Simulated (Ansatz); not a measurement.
Input of an Ansatz 0.2.0 run:

The input input:

```
crystal:
  lattice:
    - [2.82845, 0.0, 0.0]
    - [-1.41423, 2.44951, 0.0]
    - [0.0, 0.0, 2.72172]
  atoms:
    - { symbol: Co, position: [0.0, 0.0, 0.5], spin: 2.0 }
    - { symbol: O, position: [0.66667, 0.33333, 0.0] }
hamiltonian:
  xc: { exchange: pbesol, correlation: pbesol, exx: { coeff: 0.25 } }
  pseudopotentials: { kind: paw }
magnetization:
  spin_polarized: true
kpoints:
  mp_grid: { grid: [6, 6, 5] }
scf:
  occupations: { method: fermi_dirac, width: 0.05 }
output:
  forces: true
  stress: true
  eigenvalues: true
relax:
  f_tol: 0.01
  max_steps: 40
  cell: { stress_tol: 0.05 }
```

Problem. Predict the net moment.

Solution. 3.00 μB per cell.

Problem. Estimate the relaxed volume.

Solution. 8.99 Å³/atom.

Problem. Predict the space group after relaxing (to 0.05 Å).

Solution. P-6m2 (No. 187).

Final structure:
```
Co O
1.0
     2.78029    0.00000    0.00000
    -1.39015    2.40780    0.00000
     0.00000    0.00000    2.68536
Co O
1 1
Cartesian
  0.0000 0.0000 1.3427
  1.3901 0.8026 0.0000
```

Caveat: the k mesh is coarse (spacing up to 0.46 Å⁻¹), so the values aren't converged, least of all with exact exchange; the magnetic or orbital state may not be the lowest; the pressure holds a Pulay correction of +0.8 GPa for the finite cutoff; a cell with one magnetic atom can't hold antiferromagnetic order, which such compounds often take; the PAW data sets come from PBE, with cores solved anew for the run's functional, which leaves a small shift of forces and pressure.
